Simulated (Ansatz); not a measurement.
A computed series for CoPt: response to strain

Take CoPt (space group P4/mmm, No. 123; a = 2.697 Å, c = 3.722 Å; ferromagnetic; relaxed with 0.1 eV smearing) as the base. Axes: x, y, z lie along a, b, c of the conventional cell.

Strains are applied to the cell and any free atomic positions relax; under biaxial strain the out-of-plane vector relaxes too; under stress the whole cell relaxes.

Method: PBE in Ansatz (plane waves to 420 eV, PAW, no spin-orbit coupling).

Notes on the quantities. energy relative to the base: free energy F.

```json
[
 {"case": "base", "space group": "P4/mmm (No. 123)", "energy relative to the base": "0 meV/atom", "largest site moment": "1.94 μB", "volume per atom": "13.54 Å³"},
 {"case": "biaxial strain −1.38 %, plane normal [001], relaxed out of plane", "space group": "P4/mmm (No. 123)", "energy relative to the base": "–", "largest site moment": "1.92 μB", "volume per atom": "13.36 Å³"},
 {"case": "biaxial strain +3.13 %, plane normal [001], relaxed out of plane", "space group": "P4/mmm (No. 123)", "energy relative to the base": "–", "largest site moment": "2.00 μB", "volume per atom": "13.90 Å³"},
 {"case": "isotropic strain +0.26 %", "space group": "P4/mmm (No. 123)", "energy relative to the base": "?", "largest site moment": "1.96 μB", "volume per atom": "13.64 Å³"},
 {"case": "isotropic strain +5.78 %", "space group": "P4/mmm (No. 123)", "energy relative to the base": "+0.219 eV/atom", "largest site moment": "2.15 μB", "volume per atom": "16.02 Å³"},
 {"case": "uniaxial strain ε_yy = −2.94 %", "space group": "Pmmm (No. 47)", "energy relative to the base": "+17 meV/atom", "largest site moment": "1.89 μB", "volume per atom": "13.14 Å³"},
 {"case": "uniaxial strain ε_yy = +4.75 %", "space group": "Pmmm (No. 47)", "energy relative to the base": "?", "largest site moment": "2.01 μB", "volume per atom": "14.18 Å³"},
 {"case": "tensor shear ε_xz = +1.05 %", "space group": "P2/m (No. 10)", "energy relative to the base": "+2.4 meV/atom", "largest site moment": "1.94 μB", "volume per atom": "13.54 Å³"},
 {"case": "tensor shear ε_xy = −2.11 %", "space group": "Cmmm (No. 65)", "energy relative to the base": "+5.0 meV/atom", "largest site moment": "1.95 μB", "volume per atom": "13.53 Å³"},
 {"case": "uniaxial stress, 1 GPa compression along x", "space group": "Pmmm (No. 47)", "energy relative to the base": "+0.1 meV/atom", "largest site moment": "1.94 μB", "volume per atom": "13.52 Å³"}
]
```

### Question
Some entries are withheld; estimate them.

### Answer

- isotropic strain +0.26 %, energy relative to the base: +0.6 meV/atom
- uniaxial strain ε_yy = +4.75 %, energy relative to the base: +33 meV/atom

Other magnetic orders, which the real material may have, were not ruled out. Stability under load was not tested beyond the relaxation.

Ansatz is a quantum-chemistry and plane-wave program.
